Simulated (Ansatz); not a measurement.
# Si: the cost of one run

Computed with Ansatz 0.2.0 (DFT PBE, scalar-relativistic, unless a step's input says otherwise).

### Step 1. The starting structure

Symmetry: Imma, No. 74, orthorhombic system. The conventional cell has a = 4.502 Å, b = 4.737 Å, c = 2.550 Å, α = 90.00°, β = 90.00°, γ = 90.00°. Around Si (site symmetry mm2) lie 8 Si at 2.39 to 2.74 Å.

Structure file:

```cif
data_structure
_symmetry_space_group_name_H-M 'Imma'
_symmetry_Int_Tables_number 74
_cell_length_a 4.5020
_cell_length_b 4.7370
_cell_length_c 2.5500
_cell_angle_alpha 90.000
_cell_angle_beta 90.000
_cell_angle_gamma 90.000
_cell_volume 54.38
loop_
_atom_site_label
_atom_site_type_symbol
_atom_site_symmetry_multiplicity
_atom_site_Wyckoff_symbol
_atom_site_fract_x
_atom_site_fract_y
_atom_site_fract_z
_atom_site_occupancy
Si1 Si 4 e 0.00000 0.75000 0.55700 1
```

The file gives the conventional cell by its symmetry; the runs use the cell typed in the input.

Atoms are numbered in the order of the input: Si1, Si2.

### Step 2. After the deformation

Space group Imma before, Imma after.

### Step 3. Full-potential LAPW

The input, input.yaml:

```yaml
crystal:
  lattice:
    - [-2.31853, 2.439555, 1.275]
    - [2.31853, -2.439555, 1.275]
    - [2.31853, 2.439555, -1.275]
  atoms:
    - { symbol: Si, position: [0.807, 0.557, 0.25] }
    - { symbol: Si, position: [0.193, 0.443, 0.75] }
kpoints:
  mp_grid: { grid: [16, 16, 16] }
  band_path:
    path:
      - [0.0, 0.0, 0.0]
      - [0.5, -0.5, 0.5]
      - [0.4758105458, -0.4758105458, 0.5241894542]
      - [-0.4758105458, 0.4758105458, 0.4758105458]
      - [0.0, 0.0, 0.0]
      - [0.3182871756, 0.3182871756, -0.3182871756]
      - [0.6817128244, -0.3182871756, 0.3182871756]
      - [0.5, -0.5, 0.5]
      - [0.0, 0.0, 0.0]
    npoints: 5
scf:
  occupations: { method: fermi_dirac, width: 0.05 }
hamiltonian:
  xc: pbe
  pseudopotentials: { kind: all_electron, lapw: { basis_error: 0.0005 } }
output:
  forces: true
  stress: true
  eigenvalues: true
```

Launch:

```console
$ ansatz run input.yaml --threads 1 --pin off --max-ram 3072MiB --backend cpu --events-out ev --progress --plain --runs-dir out
```

Q: Estimate wall time and peak memory on 1 thread of Intel Xeon Platinum 8488C (Sapphire Rapids), shared host.

About 37 s, with a peak of 0.73 GiB.
